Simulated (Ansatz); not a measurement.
Relativistic treatment of MgO

```
CELL_PARAMETERS angstrom
0.00000 2.13515 2.13515
2.13515 0.00000 2.13515
2.13515 2.13515 0.00000
ATOMIC_POSITIONS crystal
Mg 0.00000 0.00000 0.00000
O 0.50000 0.50000 0.50000
```

Atom numbers follow the list: Mg1, O2.

The structure is an experimental refinement, used without relaxation. It was measured hot, at 1305 K.

One fixed cell is solved with PBE by full-potential LAPW in Ansatz 0.2.0 under different relativistic treatments. Pressure is positive in compression.

Settings: a Γ-centred 11×11×11 k mesh, Fermi–Dirac smearing of 0.01 eV, basis error target 1 meV/atom, no spin polarisation.

(1) Order the settings by the pressure that they give at this fixed cell, lowest first.
A. non-relativistic
B. scalar-relativistic

Results:

(1) B (-1.63 GPa), A (-1.53 GPa).
